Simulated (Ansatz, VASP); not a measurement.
**Ge: VASP beside Ansatz**

The input INCAR:

```
ALGO = Normal
EDIFF = 1E-6
ENCUT = 520
ISIF = 2
ISMEAR = -1
LASPH = T
LCHARG = F
LREAL = F
LWAVE = F
NBANDS = 13
NELM = 60
PREC = Accurate
SIGMA = 0.1
```

Contents of KPOINTS:

```
k-points
0
Gamma
  13 13 13
```

POSCAR

```
Ge
1.0
    2.7154165203      0.0000000000      0.0000000000
    0.0000000000      2.7154165203      0.0000000000
    0.0000000000      0.0000000000      2.7154165203
Ge
1
Direct
    0.0000000000      0.0000000000      0.0000000000
```

Input for Ansatz:

```yaml
crystal:
  lattice:
    - [2.7154165203, 0.0, 0.0]
    - [0.0, 2.7154165203, 0.0]
    - [0.0, 0.0, 2.7154165203]
  atoms:
    - { symbol: Ge, position: [0.0, 0.0, 0.0] }
hamiltonian:
  xc: lda
  pseudopotentials:
    kind: paw
    azcp:
      Ge: "pseudopotentials/Ge.paw.azcp"
basis:
  ecutwfc: 420
  fft_grid_basis: typed
kpoints:
  mp_grid: { grid: [13, 13, 13], shift: [0, 0, 0] }
magnetization:
  spin_polarized: false
scf:
  occupations: { method: fermi_dirac, width: 0.1 }
  lower_state_search: "off"
output:
  stress: true
  write_density: true
  write_potential: true
  elf: true
  volumetric_format: npy
```

Alike in both runs: task single point; functional LDA; k mesh 13 × 13 × 13; occupations fermi-dirac, width 0.1 eV; no spin polarisation.

|  | VASP | Ansatz |
| --- | --- | --- |
| version | VASP 6.6.1 | Ansatz 0.2.0 |
| potentials or method | VASP PAW LDA potentials, release 64 (Ge_d) | plane waves (420 eV) with PAW, scalar-relativistic |
| plane-wave cutoff (eV) | 520 | 420 |
| valence electrons in the cell | 14 | 14 |

```tsv
	VASP	Ansatz	Ansatz less VASP
pressure (GPa)	-5.3	-5.3	-0.01
```

Ansatz warned: «pseudo_functional_mismatch».
